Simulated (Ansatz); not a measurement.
The elements of this relaxed trial crystal are hidden behind letters.

```
lattice vectors (Å)
   3.5651    0.0000    0.0000
  -1.7826    3.0875    0.0000
   0.0000    0.0000    7.4710
fractional positions
X 0.0000 0.0000 0.0000
Z 0.3333 0.6667 0.6490
Z 0.6667 0.3333 0.3510
Q 0.3333 0.6667 0.8931
Q 0.6667 0.3333 0.5811
Q 0.0000 0.0000 0.2839
Q 0.0000 0.0000 0.7161
Q 0.3333 0.6667 0.4189
Q 0.6667 0.3333 0.1069
```

All numbers below come from DFT PBE, scalar-relativistic, plane waves, PAW (Ansatz 0.2.0). Cutoff 420 eV, Γ-centred 12×12×4 mesh (9-atom cell), Gaussian smearing of 0.02 eV, no spin polarisation.

- Space group: P-3m1 (No. 164)
- Conventional cell: a = 3.565 Å, c = 7.471 Å
- Volume per atom: 9.14 Å³
- Density: 6.68 g/cm³
- Energy over the elements: −2.097 eV/atom
- Gap on the 12×12×4 mesh of the 9-atom cell: 1.90 eV

Energies are uncorrected and count from the elements' standard states at the same level.

Question: X is a d-block element of period 6, Z is a p-block element of period 3 and Q is a p-block element of period 2. Which elements are they?

Answer: X = Hf, Z = Si, Q = O, so the formula is HfSi2O6. Density times volume gives a mean mass of 6.68 × 9.14/1.6605 = 36.8 u per atom, and this set has 36.7 u. Hf has 8 O at 2.12–2.21 Å; around Si lie 1 O at 1.72 Å, 1 O at 1.82 Å and 6 O at 2.12 Å; around O on its first site lie 1 Si at 1.82 Å, 3 Hf at 2.21 Å and 3 O at 2.45 Å; 2 more sites not described. Other sets within the hints have nearly the same mass, so mass alone doesn't settle it; this one was computed.

These runs have no spin–orbit coupling, which can matter for Hf. Kohn–Sham gaps at this level usually fall short of measured ones. A structure relaxed within its symmetry needn't be a true minimum. Another cell of HfSi2O6 relaxed alike, in C2, lies 0.84 eV/atom lower, so this cell isn't the stable form at this level.
